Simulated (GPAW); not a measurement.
The system is P.

```
CELL_PARAMETERS angstrom
1.64774 -5.46504 0.00000
1.64774 5.46504 0.00000
0.00000 0.00000 4.54364
ATOMIC_POSITIONS crystal
P 0.90414 0.09586 0.58882
P 0.09586 0.90414 0.41118
P 0.59586 0.40414 0.08882
P 0.40414 0.59586 0.91118
```

Base run:

```yaml
Program: GPAW 26.7.0
Functional: LDA
Potentials_or_basis: JTH PAW 2.0, LDA
Cutoff: 600 eV
Basis: pw
k_mesh: 5 × 5 × 4
Occupations: fermi-dirac, width 0.05 eV
Spin: no spin polarisation
```

Its results: pressure -2.3 GPa; largest force 0.180 eV/Å.

Problem. The run is repeated on the same cell with these changes: functional from LDA to BP86; potentials or basis from JTH PAW 2.0, LDA to PAW data sets generated in the run's folder for this functional. What comes out?

Solution. Pressure 3.3 GPa; largest force 0.411 eV/Å.

Caveats: the program truncates these outside data sets (some runs).

Not every run made on this cell is shown here.
